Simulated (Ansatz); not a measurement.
Runs of Ansatz 0.2.0 on Ta. The structure is cubic, space group Im-3m (No. 229). Conventional cell: a = 3.303 Å, b = 3.303 Å, c = 3.303 Å, α = 90.00°, β = 90.00°, γ = 90.00°. Ta (site symmetry m-3m) is surrounded by 8 Ta at 2.86 Å. 

```csv
task,level,potentials or basis,spin,cell,k mesh,cutoff (eV),smearing,gap on the mesh (eV),pressure (GPa)
atomic charges,LDA+D3(BJ),"all-electron LAPW, relativistic spinors","SOC, no magnetisation",as given,8 × 8 × 8,263,gaussian 0.05 eV,none,-17.0
relaxation of cell and atoms,RPBE,"all-electron LAPW, scalar-relativistic",off,relaxed,11 × 11 × 11,-,fermi-dirac 0.05 eV,-,0.0
band structure,BLYP,"all-electron LAPW, scalar-relativistic",off,as given,11 × 11 × 11,262,fermi-dirac 0.05 eV,-,(a)
elastic constants,LDA,"all-electron LAPW, scalar-relativistic",off,as given,8 × 8 × 8,284,fermi-dirac 0.05 eV,none,-10.7
```

Alike in all rows: basis error allowed 0.001 eV/atom.

Fill in the values left out.

(a) 8.7.

Caveats: the k mesh is thin for a metal, which can move the energy by tens of meV per atom (some runs); so large a pressure means that the cell lies far from this level's equilibrium, or that cutoff or potentials fall short (some runs); pairwise dispersion overbinds metals, which lowers pressure and volume (some runs); the dispersion damping was fitted for another functional or another form of the correction (some runs); spin-orbit coupling is left out, which moves the levels of the heavy elements (some runs); a metal's response needs a denser mesh (some runs); the cell is more than 3 GPa from zero pressure, which shifts response properties (some runs).

A k mesh can miss the band edges, and rows without SOC leave out spin-orbit coupling on Ta.

A gap of «none» marks a metal or a gap under the smearing width.

The runs don't all hold the same shells in valence.

Runs at the PBE level aren't shown here.
